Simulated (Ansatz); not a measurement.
# Dielectric response of NaH (001) films, part 3 of 3

How well do thin rocksalt NaH (001) films screen a perpendicular field?

Ansatz 0.2.0; plane-wave DFT, PBE, Ansatz PAW (the session's first sound run).

So far. Step 26 (Response with the atoms relaxed, 16 atoms, units 8): The induced dipole is that of a conductor 18.22 Å thick. Step 29 (The bulk crystal): The gap is 3.71 eV.

**30. Band edges against the vacuum, levels PBE**

This step: plane-wave DFT, PBE, Ansatz PAW; band edges against the vacuum, bulk levels by PBE (Ansatz 0.2.0).

System of this step: NaH (001), 8 units. The cell holds 16 atoms: 8 Na and 8 H. Its edges and angles: a = 3.451 Å, b = 3.451 Å, c = 35.080 Å, α = 90.0°, β = 90.0°, γ = 90.0°. It derives from NaH (rocksalt NaH). Vacuum lies along c.

The averaged potential in the middle of the thickest slab ties the bulk's levels to the vacuum level.

Input file align.yaml:

```yaml
surface:
  bulk: { run: bulk.run }
  slab: { run: end8.run, axis: 3 }
  face: plus
  period: 2.44
```

Run with:

```bash
ansatz align-bands align.yaml -- --threads 8 --pin off
```

Elapsed: 0.1 s, on 8 threads of Arm Neoverse N1, shared host.

This step gave:

```
ionisation energy : 4.457 eV
electron affinity : 0.7431 eV
slab level shift  : 0.2225 eV
```

Check by hand: ionisation energy less affinity, 4.46 − (0.74) = 3.71 eV, is the bulk gap at this level.

The program warns that the averaged potential varies by 0.14 eV in the slab's middle, which these edges carry as an error.

**31. The bulk with HSE06, k-mesh 8×8×8**

This step: plane-wave DFT, HSE06, Ansatz PAW (Ansatz 0.2.0).

System of this step: rocksalt NaH. The structure is cubic, space group Fm-3m (No. 225). The conventional cell has a = 4.880 Å, b = 4.880 Å, c = 4.880 Å, α = 90.00°, β = 90.00°, γ = 90.00°. Nearest to Na lie 6 H at 2.44 Å. Nearest to H lie 6 Na at 2.44 Å. Farther neighbours are not listed.

A hybrid functional removes part of the gap error, and is affordable in the small bulk cell.

Input file input.yaml:

```yaml
crystal:
  lattice:
    - [0.0, 2.44, 2.44]
    - [2.44, 0.0, 2.44]
    - [2.44, 2.44, 0.0]
  atoms:
    - { symbol: Na, position: [0.0, 0.0, 0.0] }
    - { symbol: H, position: [0.5, 0.5, 0.5] }
kpoints:
  mp_grid: { grid: [8, 8, 8] }
hamiltonian:
  xc: hse06
scf:
  occupations: { method: fixed }
  convergence: { dr2_threshold: 1.0e-08 }
output:
  eigenvalues: true
checkpoint:
  write: bulk-hse.run
  compress: false
  write_wavefunctions: false
```

Run with:

```bash
ansatz run input.yaml --threads 8 --pin off --max-ram 12288MiB --backend cpu --events-out ev --progress --plain --runs-dir out
```

The job ended after 3.9 s (8 threads; peak memory 1 GiB; 23 s of CPU time).

Numbers from this step:

- gap on the k-mesh: 4.744 eV

The gap is 4.74 eV.

**32. Band edges against the vacuum, levels HSE06**

This step: plane-wave DFT, PBE, Ansatz PAW; band edges against the vacuum, bulk levels by HSE06 (Ansatz 0.2.0).

System of this step: NaH (001), 8 units. The cell holds 16 atoms: 8 Na and 8 H. Its edges and angles: a = 3.451 Å, b = 3.451 Å, c = 35.080 Å, α = 90.0°, β = 90.0°, γ = 90.0°. It derives from NaH (rocksalt NaH). Vacuum lies along c.

The same line-up with the hybrid's levels.

Input file align.yaml:

```yaml
surface:
  bulk: { run: bulk.run, levels_from: { run: bulk-hse.run } }
  slab: { run: end8.run, axis: 3 }
  face: plus
  period: 2.44
```

Run with:

```bash
ansatz align-bands align.yaml -- --threads 8 --pin off
```

Wall time 0.13 s (8 threads).

Numbers from this step:

```yaml
ionisation_energy: 5.193 eV
electron_affinity: 0.4485 eV
```

Check by hand: ionisation energy less affinity, 5.19 − (0.45) = 4.74 eV, is the bulk gap at this level.

The program warns that the averaged potential varies by 0.14 eV in the slab's middle, which these edges carry as an error.

**33. The same run with other settings**

This step: plane-wave DFT, PBE, Ansatz PAW (Ansatz 0.2.0).

System of this step: NaH (001), 3 units. The cell holds 6 atoms: 3 Na and 3 H. Its edges and angles: a = 3.451 Å, b = 3.451 Å, c = 22.880 Å, α = 90.0°, β = 90.0°, γ = 90.0°. It derives from NaH (rocksalt NaH). Vacuum lies along c.

A run with a changed input: it repeats the earlier run at 0.1 V/Å, 3 units with scf.mixing.algorithm to anderson, scf.mixing.beta to 0.7 and scf.eigensolver.kind to davidson.

Input file input.yaml:

```yaml
crystal:
  lattice:
    - [3.45068109, 0.0, 0.0]
    - [0.0, 3.45068109, 0.0]
    - [0.0, 0.0, 22.88]
  atoms:
    - { symbol: Na, position: [0.5, 0.5, 0.3957811853] }
    - { symbol: H, position: [0.0, 0.0, 0.394595971] }
    - { symbol: Na, position: [0.0, 0.0, 0.5000000011] }
    - { symbol: H, position: [0.5, 0.5, 0.4999999991] }
    - { symbol: Na, position: [0.5, 0.5, 0.6042188166] }
    - { symbol: H, position: [0.0, 0.0, 0.6054040271] }
kpoints:
  mp_grid: { grid: [8, 8, 1] }
hamiltonian:
  xc: pbe
scf:
  occupations: { method: fixed }
  convergence: { dr2_threshold: 1.0e-10 }
  mixing: { algorithm: anderson, beta: 0.7 }
  eigensolver: { kind: davidson }
efield:
  axis: 3
  dipole_correction: true
  ramp_position: 0.97
  ramp_width: 0.06
  amplitude: 0.1
output:
  write_potential: true
  write_density: true
  volumetric_format: npy
```

Run with:

```bash
ansatz run input.yaml --threads 8 --pin off --max-ram 12288MiB --backend cpu --events-out ev --progress --plain --runs-dir out
```

It took 2.7 s on 8 threads; peak memory 0.6 GiB; 19 s of CPU time.

Numbers from this step:

```
gap on the k-mesh       : 3.020 eV
dipole along the normal : 0.03661 e·Å
```

| quantity | this run | earlier run | difference |
| --- | --- | --- | --- |
| dipole along the normal (e·Å) | 0.03661 | 0.03661 | -1.6e-7 |
| gap on the k-mesh (eV) | 3.020 | 3.020 | 1.5e-6 |

Nothing in the table moves by 0.01 in its unit (for the dipole 0.5 % and 5e-5 e·Å). The run took 10 SCF cycles against 11.

**34. Varying the input: basis.xc_grid = 4 and crystal.symmetry = {"detect": false}**

Another changed input: it repeats the earlier run at 0.1 V/Å, 3 units with basis.xc_grid to 4 and crystal.symmetry to detect: false.

input.yaml: that of step 33 with these lines changed.

```diff
@@ -12,2 +12,3 @@
     - { symbol: H, position: [0.0, 0.0, 0.6054040271] }
+  symmetry: { detect: false }
 kpoints:
@@ -19,4 +20,2 @@
   convergence: { dr2_threshold: 1.0e-10 }
-  mixing: { algorithm: anderson, beta: 0.7 }
-  eigensolver: { kind: davidson }
 efield:
@@ -31 +30,3 @@
   volumetric_format: npy
+basis:
+  xc_grid: 4
```

Run time: 6.3 s. Hardware: 8 threads; peak memory 0.85 GiB.

Numbers from this step:

* gap on the k-mesh: 3.019 eV

| quantity | this run | earlier run | difference |
| --- | --- | --- | --- |
| dipole along the normal (e·Å) | 0.03661 | 0.03661 | 3.6e-6 |
| gap on the k-mesh (eV) | 3.019 | 3.020 | -9.8e-4 |

Nothing in the table moves by 0.01 in its unit (for the dipole 0.5 % and 5e-5 e·Å).

**35. Summary of results**

| Property | Result |
| --- | --- |
| electronic ε from the thickness series | 3.10 |
| static ε from the thickness series | 9.25 |
| local electronic ε, middle of 8 units | 3.10 |
| ionisation energy, levels by PBE | 4.46 eV |
| electron affinity, levels by PBE | 0.743 eV |
| ionisation energy, levels by HSE06 | 5.19 eV |
| electron affinity, levels by HSE06 | 0.448 eV |

What this shows: The films give an electronic ε of 3.10 and a static ε of 9.25. The slope of the series and the field inside the thickest film give 3.10 and 3.10, in agreement. Ions raise ε from 3.10 to 9.25. HSE06 levels deepen the valence edge by 0.74 eV on the same PBE surface dipole. The alignment warns that the averaged potential still varies by 0.14 eV in the slab's middle, which the band edges carry as an error. The in-plane lattice constants are held at typed bulk values. Semilocal functionals tend to overestimate the electronic ε a little.

[Logs are printed without paths, hosts, clocks, repeated set-up lines and the standing remarks that a program may print on its own settings, such as how far it seeks lower states.]

[Hosts, paths, dates, database ids (printed as entryN), source tags and the programs' standing remarks are cut or masked in the printed files.]

[Maps of the electrostatic potential energy from Ansatz leave out the sawtooth potential of an applied field or a dipole correction, so their vacuum need not be flat; planar profiles and work functions include it.]
